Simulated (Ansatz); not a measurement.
# ZrN (rocksalt type): the cost of one run

Method: DFT, r2SCAN, PAW with Ansatz's default frozen-core files, scalar-relativistic, in Ansatz 0.2.0.

### Step 1. The system as given

Symmetry: Fm-3m, No. 225, cubic system. Conventional cell: a = 4.309 Å, b = 4.309 Å, c = 4.309 Å, α = 90.00°, β = 90.00°, γ = 90.00°. Zr (site symmetry m-3m) has 6 N at 2.15 Å as nearest neighbours. N (site symmetry m-3m) has 6 Zr at 2.15 Å as nearest neighbours.

Structure file:

```xyz
2
Lattice="0.0000 2.1544 2.1544 2.1544 0.0000 2.1544 2.1544 2.1544 0.0000" Properties=species:S:1:pos:R:3 pbc="T T T"
Zr    0.0000    0.0000    0.0000
N     2.1544    2.1544    2.1544
```

Atoms are numbered in the order of the input: Zr1, N2.

### Step 2. Bulk cell relaxed, PAW

Contents of input.yaml:

```yaml
crystal:
  lattice:
    - [0.0, 2.15443469, 2.15443469]
    - [2.15443469, 0.0, 2.15443469]
    - [2.15443469, 2.15443469, 0.0]
  atoms:
    - { symbol: Zr, position: [0.0, 0.0, 0.0] }
    - { symbol: "N", position: [0.5, 0.5, 0.5] }
kpoints:
  mp_grid: { grid: [17, 17, 17] }
scf:
  occupations: { method: fermi_dirac, width: 0.05 }
hamiltonian:
  xc: r2scan
  pseudopotentials: { kind: paw }
output:
  forces: true
  stress: true
relax:
  f_tol: 0.005
  max_steps: 40
  cell: {}
```

The run is started by

```
> ansatz run input.yaml --threads 2 --pin off --max-ram 4096MiB --backend cpu --events-out ev --progress --plain --runs-dir out
```

Q: Estimate wall time and peak memory on 2 threads of Intel Xeon Platinum 8488C (Sapphire Rapids), shared host.

About 15 s, with a peak of 0.48 GiB.
